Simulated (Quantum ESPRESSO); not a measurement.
The system is PtS2.

```
Pt S
1.0
     3.54320    0.00000    0.00000
    -1.77160    3.06850    0.00000
     0.00000    0.00000    5.03880
Pt S
1 2
Direct
  0.00000 0.00000 0.00000
  0.66667 0.33333 0.77300
  0.33333 0.66667 0.22700
```

Base run:

```yaml
Program: Quantum ESPRESSO 7.5
Functional: PBE
Potentials_or_basis: GBRV 1.5 PBE
Cutoff: 612 eV
Density_cutoff: 4898 eV
k_mesh: 8 × 8 × 4, shifted
Occupations: fermi-dirac, width 0.05 eV
Spin: no spin polarisation
```

Its results: pressure 11.3 GPa; largest force 1.249 eV/Å; electronic dielectric tensor (diagonal) 18.19, 18.19, 8.93.

Task: After a change of settings the same cell gave: pressure 7.1 GPa; largest force 1.081 eV/Å; electronic dielectric tensor (diagonal) 18.97, 18.97, 9.51. Which change was it?
A. functional from PBE to WC
B. functional from PBE to LDA; potentials or basis from GBRV 1.5 PBE to GBRV 1.5 LDA
C. functional from PBE to PBEsol; potentials or basis from GBRV 1.5 PBE to GBRV 1.5 PBEsol

Result: A.

WC binds more tightly than PBE, so the same cell stands under less pressure.

Caveats: the cell is more than 3 GPa from zero pressure, which shifts response properties; forces of over 1 eV/Å show positions far from the minimum, so gaps and moduli don't describe the material at rest (some runs); the potentials were made for another functional, which shifts forces and pressure (some runs).

Not every run made on this cell is shown here.
